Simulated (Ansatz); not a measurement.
Input and command of a calculation in Ansatz (plane waves; scalar-relativistic PAW potentials unless the input names others):

```yaml
crystal:
  lattice:
    - [-1.7611011496, 1.7611011496, 2.2091249901]
    - [1.7611011496, -1.7611011496, 2.2091249901]
    - [1.7611011496, 1.7611011496, -2.2091249901]
  atoms:
    - { symbol: Hf, position: [0.0, 0.0, 0.0] }
    - { symbol: H, position: [0.75, 0.25, 0.5] }
    - { symbol: H, position: [0.25, 0.75, 0.5] }
basis:
  ecutwfc: 500
kpoints:
  mp_grid: { grid: [16, 16, 16] }
hamiltonian:
  xc: r2scan
  hubbard: { sites: [{ species: Hf, l: d, u_eff: 6.0 }], double_counting: amf }
scf:
  occupations: { method: cold, width: 0.15 }
output:
  forces: true
  eigenvalues: true
  stress: true
```

```bash
ansatz run input.yaml --threads 1 --pin off --max-ram 2560MiB --backend cpu --events-out ev --progress --plain --runs-dir out
```

Abridged log:
```
Hf: projections on atomic orbitals take those of the free atom [Kr 4d10] 4f14 5s2 5p6 5d2 6s2, of charge +0.00 (hamiltonian.pseudopotentials.projection_atoms); the dataset's partial waves leave at most 4.9e-5 of an orbital's norm unspanned inside its sphere
H: projections on atomic orbitals take those of the free atom 1s1, of charge +0.00 (hamiltonian.pseudopotentials.projection_atoms); the dataset's partial waves leave at most 1.2e-11 of an orbital's norm unspanned inside its sphere
Pseudopotentials: kind: paw
Pseudopotential: Hf, paw, valence charge 26, recommended cutoff 500 eV (meta_gga)
Pseudopotential: H, paw, valence charge 1, recommended cutoff 500 eV (meta_gga)
Functional definition: r2SCAN
Crystal: 3 atoms, lattice volume = 27.406 Å³
Basis set: ecut = 500 eV, 685 PW (Γ), exchange–correlation on 100×100×100 points (64 copies of the dense FFT grid, shifted against one another)
Bands: 18, of which v1, the nominal top of the filled ones, is band 14 counted from 1 (13 counted from 0)
Symmetry: 16 space group operations
Space group: I4/mmm (ITA 139), of the structure as read, at distance tolerance 3.0e-5 Å
k-points: 349 of 4096
Initial density: superposition of atomic densities (chi_scale 0.1, normalization cell, long waves kept (reshape's long-wave potential 0.00 eV rms))
Initial wavefunctions: pseudopotential atomic-orbital guess
Functional: x = r2scan, c = r2scan; τ floored in thin density (d = 2e-4 eV/Å³)
SCF iter   1: F=—  HF=-15766.983389 eV  |F-HF|=—  |Δ(HF+E_count)|=         —  Δρ=8.66e-2  dr2=1.75e0  dr2_τ=1.18e-1  ethr=3.10e-3  ⟨swp⟩=4.3  Hψ=25311  notcnv=0
SCF iter   2: F=—  HF=-15766.829016 eV  |F-HF|=—  |Δ(HF+E_count)|=   1.54e-1  S|Δr|=    0.00e0  Δρ=5.23e-2  dr2=6.95e-1  dr2_τ=7.80e-3  ethr=3.10e-3  ⟨swp⟩=2.0  Hψ=10458  notcnv=0
SCF iter   3: F=—  HF=-15766.759232 eV  |F-HF|=—  |Δ(HF+E_count)|=   6.98e-2  S|Δr|=    0.00e0  Δρ=1.16e-2  dr2=2.72e-2  dr2_τ=3.15e-3  ethr=2.48e-3  ⟨swp⟩=2.1  Hψ=11680  notcnv=0
SCF iter   4: F=—  HF=-15766.737039 eV  |F-HF|=—  |Δ(HF+E_count)|=   2.22e-2  S|Δr|=    0.00e0  Δρ=1.17e-2  dr2=2.00e-2  dr2_τ=2.39e-3  ethr=9.72e-5  ⟨swp⟩=2.0  Hψ=15167  notcnv=0  defer=1
SCF iter   5: F=—  HF=-15766.815542 eV  |F-HF|=—  |Δ(HF+E_count)|=   7.85e-2  S|Δr|=    0.00e0  Δρ=8.39e-3  dr2=1.42e-2  dr2_τ=3.05e-4  ethr=7.13e-5  ⟨swp⟩=2.1  Hψ=11413  notcnv=0  defer=1
SCF iter   6: F=—  HF=-15766.893014 eV  |F-HF|=—  |Δ(HF+E_count)|=   7.75e-2  S|Δr|=    0.00e0  Δρ=6.02e-3  dr2=1.00e-2  dr2_τ=2.26e-4  ethr=5.07e-5  ⟨swp⟩=2.0  Hψ=14259  notcnv=0  defer=1
SCF iter   7: F=—  HF=-15766.907190 eV  |F-HF|=—  |Δ(HF+E_count)|=   1.42e-2  S|Δr|=    0.00e0  Δρ=2.15e-3  dr2=1.40e-3  dr2_τ=1.43e-4  ethr=3.58e-5  ⟨swp⟩=2.0  Hψ=13176  notcnv=0  defer=1
SCF iter   8: F=—  HF=-15766.908770 eV  |F-HF|=—  |Δ(HF+E_count)|=   1.58e-3  S|Δr|=    0.00e0  Δρ=1.07e-3  dr2=4.19e-4  dr2_τ=6.04e-6  ethr=4.98e-6  ⟨swp⟩=2.1  Hψ=13004  notcnv=0  defer=1
SCF iter   9: F=—  HF=-15766.909519 eV  |F-HF|=—  |Δ(HF+E_count)|=   7.49e-4  S|Δr|=    0.00e0  Δρ=3.71e-4  dr2=4.21e-5  dr2_τ=6.69e-7  ethr=1.50e-6  ⟨swp⟩=2.1  Hψ=11326  notcnv=0  defer=1
SCF iter  10: F=—  HF=-15766.909580 eV  |F-HF|=—  |Δ(HF+E_count)|=   6.12e-5  S|Δr|=    0.00e0  Δρ=1.78e-4  dr2=5.88e-6  dr2_τ=4.67e-7  ethr=1.50e-7  ⟨swp⟩=2.1  Hψ=11301  notcnv=0  defer=1
SCF iter  11: F=—  HF=-15766.909629 eV  |F-HF|=—  |Δ(HF+E_count)|=   4.90e-5  S|Δr|=    0.00e0  Δρ=3.51e-5  dr2=3.29e-7  dr2_τ=1.23e-8  ethr=2.10e-8  ⟨swp⟩=2.4  Hψ=11337  notcnv=0  defer=1
SCF iter  12: F=-15766.909630 eV  HF=-15766.909630 eV  |F-HF|=5.41e-8  |Δ(HF+E_count)|=   1.46e-6  S|Δr|=    0.00e0  Δρ=1.05e-5  dr2=2.69e-8  dr2_τ=7.92e-10  ethr=3.57e-10  ⟨swp⟩=6.2  Hψ=32961  notcnv=0
SCF 1 converged in 12 iterations: F = -15766.909630 eV  dr2 = 2.69e-8
SCF converged after 12 iterations
Stability not checked: this state was not tested for a lower state beside it, because cold or Methfessel-Paxton smearing, or corrected tetrahedra, fill the levels in a way that the test cannot read (fill_not_monotonic; see scf.lower_state_search)
Free energy (F): -15766.909630 eV
Harris-Foulkes:  -15766.909630 eV  (|F-HF|=5.41e-8)
Internal energy: -15766.908953 eV  (E = F + TS)
E sigma→0 (E₀):  -15766.909404 eV
Entropy (-TS):   -0.000677 eV (-0.226 meV/atom)
Fermi energy:    17.119570 eV
DFT+U double counting: amf (around mean field; hamiltonian.hubbard.double_counting)
--- Forces (eV/Å), atoms counted from 1 ---
  atom   1  Hf     0.00000000     0.00000000     0.00000000
  atom   2  H      0.00000000     0.00000000     0.00000000
  atom   3  H      0.00000000     0.00000000     0.00000000
--- Stress (GPa, compression-positive) ---
        5.361717       0.000000       0.000000
        0.000000       5.361717       0.000000
        0.000000       0.000000      -6.536193
  P = ⅓ Tr σ = 1.3957 GPa (13.957 kbar)
Occupation matrices written to <dir>
```

Apart from outputs, empty bands and the relaxation, which only the reference makes, the input differs from a reference run on usual settings in scf.occupations.width: 0.1 → 0.15; scf.occupations.method: "gaussian" → "cold"; hamiltonian.hubbard: not typed → {"sites": [{"species": "Hf", "l": "d", "u_eff": 6.0}], "double_counting": "amf"}. The reference, at the same geometry, ended its own course with pressure -7.98 GPa, largest force 0.000 eV/Å, no gap on the mesh. This run converged in 12 SCF iterations with an energy at zero smearing 132 meV/atom below the reference's (the Hamiltonian itself differs), pressure 1.40 GPa, largest force 0.000 eV/Å, no gap on the mesh.

The run took 27 s on 1 thread of Intel(R) Xeon(R) Platinum 8488C (Sapphire Rapids) (shared host), peak memory 0.68 GiB.